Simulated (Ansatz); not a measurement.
Runs of Ansatz 0.2.0 on V. The cell holds a slab with vacuum, 6 atoms: a = 2.680 Å, b = 2.680 Å, c = 24.475 Å, α = 90.00°, β = 90.00°, γ = 90.00°. The slab is cut from a database's or a generator's crystal, which needn't be the stable form of the element.

```csv
task,level,cell,cutoff (eV),basis error allowed,gap on the mesh (eV),moment (μB),largest force (eV/Å),work function (eV)
single point,PBE,as given,226,0.002 eV/atom,none,0.00,0.56,4.58
single point,PBEsol,as given,226,0.002 eV/atom,none,0.00,0.56,4.67
single point,LDA,as given,226,0.002 eV/atom,none,0.00,0.76,(a)
single point,PBE,"the (1 0 0) slab of V, cut from the database cell, not relaxed",245,0.001 eV/atom,none,0.00,0.56,4.58
projected density of states,PBE,"the (1 0 0) slab of V, cut from the database cell, not relaxed",226,0.002 eV/atom,-,0.00,0.56,4.58
```

Alike in all rows: potentials or basis all-electron LAPW, scalar-relativistic; spin collinear, ferromagnetic start; k mesh 10 × 10 × 1; smearing fermi-dirac 0.05 eV.

**Question.** Estimate the missing entries.

**Answer.** (a) 4.80.

Caveats: the starting moments weren't kept; the density of states is complete only up to the lowest level of the last band computed (some runs).

A gap of «none» marks a metal or a gap under the smearing width.
